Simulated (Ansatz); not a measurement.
# AgI (wurtzite): gap against strain (epitaxial in the xy plane)

AgI in the wurtzite structure, relaxed with r2SCAN in Ansatz 0.2.0, then strained (epitaxial in the xy plane; changes of length per length, axes as in the cell below) with the atoms relaxed again within the symmetry that is left. It is hexagonal, P6_3mc (No. 186); conventional cell a = 4.651 Å, c = 7.599 Å, 35.59 Å³ an atom. Around Ag lie 4 I at 2.85 Å; around I lie 4 Ag at 2.85 Å. (Simulation; spin polarisation is off.)

```xyz
4
Lattice="4.6509 0.0000 0.0000 -2.3254 4.0278 0.0000 0.0000 0.0000 7.5993" Properties=species:S:1:pos:R:3 pbc="T T T"
Ag    0.0000    2.6852    0.0000
Ag    2.3254    1.3426    3.7997
I     0.0000    2.6852    2.8497
I     2.3254    1.3426    6.6493
```

Gaps are the least over each mesh (PBE 6×6×4, r2SCAN 6×6×4, HSE06 6×6×2 when unstrained) and the special points, which keep their unstrained names; stress is the change from the unstrained cell, compression positive.

| strain (%) | free normal strain (%) | gap, PBE (eV) | gap, r2SCAN (eV) | gap, HSE06 (eV) | edges, HSE06 | in-plane stress, r2SCAN (GPa) | energy rise, r2SCAN (meV/atom) |
| --- | --- | --- | --- | --- | --- | --- | --- |
| -2.0 | +2.40 | 1.330 | 1.821 | 2.486 | Γ | +0.64 | 2.9 |
| 0.0 | 0.00 | 1.367 | 1.861 | 2.531 | Γ | 0.00 | 0.0 |
| +1.5 | -1.79 | 1.383 | 1.881 | 2.553 | Γ | -0.50 | 1.7 |

**Question.** Estimate the row for a strain of +0.5 %.

**Answer.**

| strain (%) | free normal strain (%) | gap, PBE (eV) | gap, r2SCAN (eV) | gap, HSE06 (eV) | edges, HSE06 | in-plane stress, r2SCAN (GPa) | energy rise, r2SCAN (meV/atom) |
| --- | --- | --- | --- | --- | --- | --- | --- |
| +0.5 | -0.62 | 1.373 | 1.869 | 2.539 | Γ | -0.16 | 0.2 |

Between zero and the nearest strains the slope of the HSE06 gap against strain is +0.023 eV per percent for negative and +0.016 for positive strain.

No spin-orbit coupling is included; it can move band edges with weight on the heavy atoms by tenths of an eV.

The meshes of the hybrids are coarse, so their gaps aren't converged to the digits shown.
